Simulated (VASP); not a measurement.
**GaN in VASP 6.6.1, single-point calculation**

INCAR

```
LWAVE = .FALSE.
SIGMA = 0.1
LASPH = .TRUE.
ISMEAR = -5
IBRION = -1
LREAL = .TRUE.
NELM = 93
ISIF = 2
GGA = PE
EDIFF = 1E-7
ENCUT = 520
NBANDS = 26
NSW = 0
PREC = Accurate
LCHARG = .FALSE.
```

KPOINTS

```
KPOINTS created by Atomic Simulation Environment
0
Gamma
8 8 4
0 0 0
```

POSCAR

```
Ga N
 1.0000000000000000
     3.2308966505874972    0.0000000000000000    0.0000000000000000
    -1.6154483252937486    2.7980385764108280    0.0000000000000000
     0.0000000000000000    0.0000000000000000    5.1468937940000004
 Ga  N
   2   2
Cartesian
  0.0000000000000001  1.8653590509405520 -0.0135861134697703
  1.6154483252937486  0.9326795254702760  2.5598607835302301
  0.0000000000000001  1.8653590509405520  1.9436712862197705
  1.6154483252937486  0.9326795254702760  4.5171181832197709
```

The recommended PBE PAW datasets give the neutral cell 36 valence electrons.

Command

```
mpirun -np 1 vasp_std
```

OSZICAR

```
N       E                     dE             d eps       ncg     rms          rms(c)
DAV:   1     0.279194430682E+03    0.27919E+03   -0.17791E+04  1712   0.258E+03
DAV:   2     0.721437321851E+01   -0.27198E+03   -0.25813E+03  1704   0.487E+02
DAV:   3    -0.271561749621E+02   -0.34371E+02   -0.33875E+02  1858   0.142E+02
DAV:   4    -0.282962290360E+02   -0.11401E+01   -0.11348E+01  1844   0.277E+01
DAV:   5    -0.283223970809E+02   -0.26168E-01   -0.26134E-01  1918   0.399E+00    0.109E+01
DAV:   6    -0.242779916571E+02    0.40444E+01   -0.99223E+00  2580   0.483E+01    0.307E+00
DAV:   7    -0.243702293928E+02   -0.92238E-01   -0.13758E+00  1666   0.897E+00    0.266E+00
DAV:   8    -0.243651274960E+02    0.51019E-02   -0.15141E-01  2554   0.490E+00    0.837E-01
DAV:   9    -0.243507247588E+02    0.14403E-01   -0.44718E-02  2512   0.356E+00    0.351E-01
DAV:  10    -0.243512742474E+02   -0.54949E-03   -0.51022E-03  1636   0.431E-01    0.794E-02
DAV:  11    -0.243512703342E+02    0.39131E-05   -0.22959E-04  2664   0.276E-01    0.445E-02
DAV:  12    -0.243512667345E+02    0.35997E-05   -0.40771E-05  2010   0.580E-02    0.908E-03
DAV:  13    -0.243512682955E+02   -0.15610E-05   -0.10147E-05  2348   0.378E-02    0.132E-02
DAV:  14    -0.243512685746E+02   -0.27918E-06   -0.18465E-06  1630   0.102E-02    0.375E-03
DAV:  15    -0.243512686128E+02   -0.38198E-07   -0.19563E-07  1410   0.342E-03
   1 F= -.24351269E+02 E0= -.24351269E+02  d E =0.000000E+00
```

From OUTCAR

```
k-points           NKPTS =     30   k-points in BZ     NKDIM =     30   number of bands    NBANDS=     26

   NELECT =      36.0000    total number of electrons

   dimension x,y,z NGX =    24 NGY =   24 NGZ =   40
   dimension x,y,z NGXF=    48 NGYF=   48 NGZF=   80

  energy-cutoff  :      520.00
  volume of cell :       46.53
      direct lattice vectors                 reciprocal lattice vectors
     3.230896651  0.000000000  0.000000000     0.309511603  0.178696607  0.000000000
    -1.615448325  2.798038576  0.000000000     0.000000000  0.357393214  0.000000000
     0.000000000  0.000000000  5.146893794     0.000000000  0.000000000  0.194291944

 k-points in reciprocal lattice and weights: KPOINTS created by Atomic Simulation Env
   0.00000000  0.00000000  0.00000000       0.004
   0.12500000 -0.00000000  0.00000000       0.023
   0.25000000 -0.00000000  0.00000000       0.023
   0.37500000 -0.00000000  0.00000000       0.023
   0.50000000 -0.00000000  0.00000000       0.012
   0.12500000  0.12500000  0.00000000       0.023
   0.25000000  0.12500000  0.00000000       0.047
   0.37500000  0.12500000  0.00000000       0.047
   ...

 E-fermi :   5.1719

 k-point     1 :       0.0000    0.0000    0.0000
  band No.  band energies     occupation
      1     -10.7088      2.00000
      2      -9.8390      2.00000
      3      -8.2961      2.00000
      4      -8.2872      2.00000
      5      -8.2872      2.00000
      6      -8.2268      2.00000
      7      -8.2268      2.00000
      8      -8.0557      2.00000
      9      -8.0557      2.00000
     10      -7.9561      2.00000
     11      -7.9561      2.00000
     12      -6.6347      2.00000
     13      -1.7170      2.00000
     14       4.0155      2.00000
     15       4.0155      2.00000
     16       5.0859      2.00000
     17       5.0859      2.00000
     18       5.1674      2.00000
     19       6.9289      0.00000
     20       9.0159      0.00000
     21      14.3811      0.00000
     22      14.7258      0.00000
     23      14.7258      0.00000
     24      16.1009      0.00000
     25      16.5677      0.00000
     26      16.5677      0.00000

 k-point     2 :       0.1250   -0.0000    0.0000
  band No.  band energies     occupation
      1     -10.5675      2.00000
      2      -9.8062      2.00000
      3      -8.2819      2.00000
      4      -8.2679      2.00000
      5      -8.2365      2.00000
      6      -8.2079      2.00000
      7      -8.1992      2.00000
      8      -8.0670      2.00000
      9      -8.0561      2.00000
     10      -7.9778      2.00000
     11      -7.9525      2.00000
     12      -6.5367      2.00000
     13      -1.5055      2.00000
     14       2.9783      2.00000
     15       3.7137      2.00000
     16       3.9291      2.00000
     17       4.9552      2.00000
     18       5.0036      2.00000
     19       8.0017      0.00000
     20       9.8780      0.00000
     21      13.6426      0.00000
     22      14.1805      0.00000
     23      15.1188      0.00000
     24      15.7766      0.00000
     25      16.3971      0.00000
     26      16.8983      0.00000

 ...

  Total        3.0375911      3.0375911      1.6544687      0.0000000      0.0000000     -0.0000000
  in kB      104.5966865    104.5966865     56.9701244      0.0000000      0.0000000     -0.0000000
  external PRESSURE =      88.7211658 kB  Pullay stress =       0.0000000 kB

 POSITION                                       TOTAL-FORCE (eV/Angst)
 -----------------------------------------------------------------------------------
      0.00000      1.86536      5.13331        -0.000000      0.000000     -0.831694
      1.61545      0.93268      2.55986         0.000000     -0.000000     -0.831694
      0.00000      1.86536      1.94367        -0.000000     -0.000000      0.831694
      1.61545      0.93268      4.51712         0.000000      0.000000      0.831694
 -----------------------------------------------------------------------------------
    total drift:                               -0.000000     -0.000001      1.749557

  FREE ENERGIE OF THE ION-ELECTRON SYSTEM (eV)
  ---------------------------------------------------
  free  energy   TOTEN  =       -24.3512686128 eV

  energy  without entropy=      -24.3512686128  energy(sigma->0) =      -24.35126861
```

It converged. Results: gap between bands v and c on the k mesh 1.76 eV; least direct gap on the k mesh 1.76 eV; pressure 8.9 GPa; largest force 0.83 eV/Å. Band v is the last that the valence electrons fill when counted band by band, and c is the next.

These settings aren't sound, so the numbers aren't properties of the crystal.

On sound settings PBE gives a gap of 1.77 eV on its mesh and a pressure of 2.0 GPa for the intended cell.

The run took about 52 s on one core of a shared host (Intel Xeon Platinum 8488C) and held 0.17 GiB at most.
